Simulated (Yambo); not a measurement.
Here is a Yambo 5.3.0 calculation.

The input g0w05.in:

```
gw0
dyson
el_el_corr
rim_cut
HF_and_locXC
ppa
em1d
RandQpts= 1000000
RandGvec= 50 RL
EXXRLvcs= 56 Ry
VXCRLvcs= 56 Ry
Chimod= "HARTREE"
% BndsRnXp
 1 | 314 |
%
NGsBlkXp= 5 Ry
% LongDrXp
 1 | 1 | 1 |
%
PPAPntXp= 27.21138 eV
% GbndRnge
 1 | 314 |
%
GDamping= 0.01 eV
GTermKind= "BG"
DysSolver= "n"
ExtendOut
% QPkrange
 1 | 1 | 11 | 18 |
 6 | 6 | 11 | 18 |
 16 | 16 | 11 | 18 |
%
```

File scf.in:

```
&CONTROL
  calculation = 'scf'
  prefix = 'pwscf'
  outdir = './tmp'
  pseudo_dir = './pseudo'
/
&SYSTEM
  ibrav = 0
  nat = 1
  ntyp = 1
  ecutwfc = 56
  nbnd = 26
  occupations = 'smearing'
  smearing = 'fd'
  degauss = 0.00367493
  noncolin = .true.
  lspinorb = .true.
  force_symmorphic = .true.
/
&ELECTRONS
  conv_thr = 2d-10
  electron_maxstep = 120
  mixing_beta = 0.5
/
ATOMIC_SPECIES
Pb   207.2000 Pb.upf
CELL_PARAMETERS angstrom
   0.0000000000    2.4750200000    2.4750200000
   2.4750200000    0.0000000000    2.4750200000
   2.4750200000    2.4750200000    0.0000000000
ATOMIC_POSITIONS crystal
Pb     0.0000000000    0.0000000000    0.0000000000
K_POINTS automatic
10 10 10 0 0 0
```

The input nscf.in:

```
&CONTROL
  calculation = 'nscf'
  prefix = 'pwscf'
  outdir = './tmp'
  pseudo_dir = './pseudo'
/
&SYSTEM
  ibrav = 0
  nat = 1
  ntyp = 1
  ecutwfc = 56
  nbnd = 314
  occupations = 'smearing'
  smearing = 'fd'
  degauss = 0.00367493
  noncolin = .true.
  lspinorb = .true.
  force_symmorphic = .true.
/
&ELECTRONS
  conv_thr = 1d-08
  diago_full_acc = .true.
  diago_thr_init = 1d-06
/
ATOMIC_SPECIES
Pb   207.2000 Pb.upf
CELL_PARAMETERS angstrom
   0.0000000000    2.4750200000    2.4750200000
   2.4750200000    0.0000000000    2.4750200000
   2.4750200000    2.4750200000    0.0000000000
ATOMIC_POSITIONS crystal
Pb     0.0000000000    0.0000000000    0.0000000000
K_POINTS automatic
6 6 6 0 0 0
```

Potentials or basis: PseudoDojo 0.4 FR PBE standard.

The run is started by

```sh
$ OMP_NUM_THREADS=1 pw.x -in scf.in > scf.out
$ OMP_NUM_THREADS=1 pw.x -in nscf.in > nscf.out
$ cd tmp/pwscf.save; p2y; mv SAVE ../..; cd ../..
$ OMP_NUM_THREADS=1 yambo
$ mkdir -p g0w05; ln -s $PWD/g0w00/ndb.pp* g0w05/
$ mkdir -p g0w05; ln -s $PWD/g0w00/ndb.RIM g0w05/
$ OMP_NUM_THREADS=1 yambo -F g0w05.in -J g0w05 -C g0w05_out
```

Q: Estimate the band gap on the k mesh, mean-field level.

A: None (metal or under the smearing width).

Quasiparticle terms (eV):
| k point | band | Kohn-Sham level | Vxc | Σx | Σc | Z | result |
| --- | --- | --- | --- | --- | --- | --- | --- |
| (0.000, 0.000, 0.000) | 11 | -11.63 | -11.26 | -17.64 | 7.08 | 0.50 | -11.28 |
| (0.000, 0.000, 0.000) | 12 | -11.63 | -11.26 | -17.64 | 7.08 | 0.50 | -11.28 |
| (0.000, 0.000, 0.000) | 13 | 5.09 | -12.38 | -8.85 | -5.31 | 0.61 | 4.00 |
| (0.000, 0.000, 0.000) | 14 | 5.09 | -12.38 | -8.85 | -5.31 | 0.61 | 4.00 |
| (0.000, 0.000, 0.000) | 15 | 8.43 | -11.23 | -6.87 | -6.89 | 0.52 | 7.12 |
| (0.000, 0.000, 0.000) | 16 | 8.43 | -11.23 | -6.87 | -6.89 | 0.52 | 7.10 |
| (0.000, 0.000, 0.000) | 17 | 8.43 | -11.23 | -6.87 | -6.88 | 0.51 | 7.13 |
| (0.000, 0.000, 0.000) | 18 | 8.43 | -11.23 | -6.87 | -6.88 | 0.51 | 7.14 |
| (0.000, 0.167, 0.333) | 11 | -9.70 | -11.68 | -17.13 | 5.55 | 0.52 | -9.65 |
| (0.000, 0.167, 0.333) | 12 | -9.70 | -11.68 | -17.13 | 5.55 | 0.52 | -9.65 |
| (0.000, 0.167, 0.333) | 13 | 0.00 | -11.02 | -10.64 | -1.81 | 0.75 | -1.08 |
| (0.000, 0.167, 0.333) | 14 | 0.00 | -11.02 | -10.64 | -1.81 | 0.75 | -1.08 |
| (0.000, 0.167, 0.333) | 15 | 3.61 | -11.13 | -7.91 | -4.90 | 0.74 | 2.37 |
| (0.000, 0.167, 0.333) | 16 | 3.61 | -11.13 | -7.91 | -4.90 | 0.74 | 2.37 |
| (0.000, 0.167, 0.333) | 17 | 4.93 | -10.71 | -6.92 | -5.63 | 0.71 | 3.62 |
| (0.000, 0.167, 0.333) | 18 | 4.93 | -10.71 | -6.92 | -5.63 | 0.71 | 3.62 |
| (0.167, -0.500, -0.333) | 11 | -6.49 | -13.48 | -17.00 | 3.35 | 0.70 | -6.60 |
| (0.167, -0.500, -0.333) | 12 | -6.49 | -13.48 | -17.00 | 3.35 | 0.70 | -6.60 |
| (0.167, -0.500, -0.333) | 13 | -2.61 | -10.00 | -12.42 | 0.94 | 0.73 | -3.69 |
| (0.167, -0.500, -0.333) | 14 | -2.61 | -10.00 | -12.42 | 0.94 | 0.73 | -3.69 |

Caveat: the k mesh is coarse (spacing up to 0.37 Å⁻¹), so the values aren't converged; the potentials hold a filled d shell without the s and p states of that shell, which can shift GW gaps by tenths of an eV, either way; the plasmon-pole model is rough for a metal; this version prints the column dSc/dw multiplied by 27.2; the terminator is approximate in this version, by hundredths of an eV.
